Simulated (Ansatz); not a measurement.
This cell of InN (zinc blende) is off equilibrium:

```xyz
4
Lattice="0.0000 5.0490 5.0490 2.5245 2.5245 5.0490 2.5245 2.5245 0.0000" Properties=species:S:1:pos:R:3 pbc="T T T"
N      3.7867     8.8357     8.9357
N      3.7867     6.3112     6.2112
In     0.0000     0.0000     0.0000
In     2.5245     5.0490     2.5245
```

Method: PBE (plane waves to 420 eV, PAW, scalar-relativistic; Ansatz, a first-principles code). k mesh 11×11×11 (Γ-centred), Fermi-Dirac smearing 0.05 eV. Stress and pressure are positive under compression. With partly filled bands, energies and forces of such displacements shift with the k mesh and the smearing. At this level the bands of InN touch or barely overlap; measurements give the solid a gap. InN was relaxed with its symmetry unable to fall.

### Question
What forces act on the atoms (eV/Å, Cartesian)?

### Answer
```csv
atom,Fx,Fy,Fz
N1,0.000,0.000,-1.495
N2,0.000,0.000,1.495
In3,0.000,0.000,0.000
In4,0.000,0.000,0.000
```

### Question
Give the stress tensor in GPa and the pressure.

### Answer
```
    1.2      0.0      0.0
    0.0      1.2      0.0
    0.0      0.0      0.0
```
The pressure, a third of the trace, is 0.8 GPa.

(A displaced cell: forces are minus the slopes of the energy, force constants its curvatures, and phonons follow from these.)
